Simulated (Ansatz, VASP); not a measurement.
# Ge: VASP beside Ansatz

```
CELL_PARAMETERS angstrom
3.58155 2.06781 6.60908
-3.58155 2.06781 6.60908
0.00000 -4.13562 6.60908
ATOMIC_POSITIONS crystal
Ge 0.02566 0.63404 0.02566
Ge 0.02566 0.02566 0.63404
Ge 0.63404 0.02566 0.02566
Ge 0.97434 0.36596 0.97434
Ge 0.36596 0.97434 0.97434
Ge 0.97434 0.97434 0.36596
Ge 0.24207 0.62170 0.24207
Ge 0.24207 0.24207 0.62170
Ge 0.62170 0.24207 0.24207
Ge 0.75793 0.37830 0.75793
Ge 0.37830 0.75793 0.75793
Ge 0.75793 0.75793 0.37830
```

Alike in both runs: functional r2SCAN; k mesh 3 × 3 × 3; occupations gaussian, width 0.1 eV; no spin polarisation.

Ansatz relaxed the structure, and its values are those at the end. VASP's run is a single point on that final structure, the one shown.

|  | VASP | Ansatz |
| --- | --- | --- |
| version | VASP 6.6.1 | Ansatz 0.2.0 |
| potentials or method | VASP PAW PBE potentials, release 64 (Ge_d) | scalar-relativistic, plane waves, PAW |
| plane-wave cutoff (eV) | 520 | 500 |
| valence electrons in the cell | 168 | 168 |

```csv
,VASP,Ansatz,Ansatz less VASP
gap on the k mesh at the Fermi level (eV),none,none,-
pressure (GPa),-0.1,0.0,+0.11
rms of the force components (eV/Å),0.006,0.006,0.0000
```

A gap of «none» marks a metal or a gap that the smearing closes.

Caveats: the PAW data sets were made with another functional, which shifts forces and pressure a little (VASP).
